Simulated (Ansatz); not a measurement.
Here is an Ansatz 0.2.0 calculation.

input.yaml

```yaml
crystal:
  lattice:
    - [2.1609687617, 1.2476358963, 10.5855712543]
    - [-2.1609687617, 1.2476358963, 10.5855712543]
    - [0.0, -2.4952717926, 10.5855712543]
  atoms:
    - { symbol: Bi, position: [0.39172124, 0.39172124, 0.39172124] }
    - { symbol: Bi, position: [0.60827876, 0.60827876, 0.60827876] }
    - { symbol: Te, position: [0.78040487, 0.78040487, 0.78040487] }
    - { symbol: Te, position: [0.21959513, 0.21959513, 0.21959513] }
    - { symbol: Se, position: [0.0, 0.0, 0.0] }
hamiltonian:
  xc: pbesol
  pseudopotentials: { kind: paw }
kpoints:
  mp_grid: { grid: [7, 7, 7] }
scf:
  occupations: { method: fermi_dirac, width: 0.05 }
output:
  forces: true
  stress: true
relax:
  f_tol: 0.01
  max_steps: 40
  cell: { stress_tol: 0.05 }
```

Potentials or basis: Ansatz PAW.

Launch:

```bash
$ ansatz run input.yaml --threads 2 --pin off --max-ram 5632MiB --backend cpu --events-out ev --progress --plain --runs-dir out
```

(1) Estimate the space group after relaxing (to 0.05 Å).

(2) Predict the relaxed volume.

(3) Predict the relaxed cell.

Results:

(1) R-3m (No. 166).

(2) 31.67 Å³/atom.

(3) a = 10.239 Å, b = 10.239 Å, c = 10.239 Å, α = 24.18°, β = 24.18°, γ = 24.18°.

Caveat: the PAW data sets come from PBE, with cores solved anew for the run's functional, which leaves a small shift of forces and pressure.
